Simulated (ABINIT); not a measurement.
BaTiO3:

```
Ba Ti O
1.0
     4.00600    0.00000    0.00000
     0.00000    4.00600    0.00000
     0.00000    0.00000    4.00600
Ba Ti O
1 1 3
Direct
  0.50000 0.50000 0.50000
  0.00000 0.00000 0.00000
  0.00000 0.00000 0.50000
  0.00000 0.50000 0.00000
  0.50000 0.00000 0.00000
```

| Item | Value |
| --- | --- |
| Program | ABINIT 10.8.3 (patched build) |
| Task | single point |
| Functional | PBE |
| Potentials or basis | JTH PAW PBE v2.0 |
| Cutoff | 626 eV |
| k mesh | 7 × 7 × 7 |
| Occupations | fermi-dirac, width 0.05 eV |
| Spin | no spin polarisation |

On this cell: pressure 2.8 GPa; largest force zero by symmetry; band gap on the k mesh 1.82 eV, indirect (least direct gap 1.90 eV).

The same run follows on a disturbed copy (atoms moved at random, drawn with an rms of 0.05 Å):

```
Ba Ti O
1.0
     4.00600    0.00000    0.00000
     0.00000    4.00600    0.00000
     0.00000    0.00000    4.00600
Ba Ti O
1 1 3
Cartesian
  2.0013 1.9758 2.0281
  0.0003 -0.0082 -0.0438
  0.0135 0.0306 1.9756
  0.0010 1.9788 0.0272
  2.0135 -0.0262 0.0342
```

Task: What does the disturbed cell give?

Result: The energy moves by +7.0 meV/atom; pressure 2.8 GPa; largest force 0.735 eV/Å; band gap on the k mesh 1.82 eV, indirect (least direct gap 1.91 eV).

Forces on the atoms (eV/Å):
```
Ba   0.037  0.120 -0.286
Ti  -0.054  0.038  0.242
O   -0.028 -0.288  0.676
O    0.032  0.147 -0.298
O    0.014 -0.017 -0.334
```

Stress tensor (GPa, compression positive):
```
 2.89  0.02  0.02
 0.02  2.92 -0.04
 0.02 -0.04  2.70
```

Caveats: this set's barium file shifts pressures by 1.5 GPa and gaps by 0.1 eV against other sets; spin-orbit coupling is left out, which moves the levels of the heavy elements; an odd mesh through Γ misses points on the zone boundary, where band edges often lie.
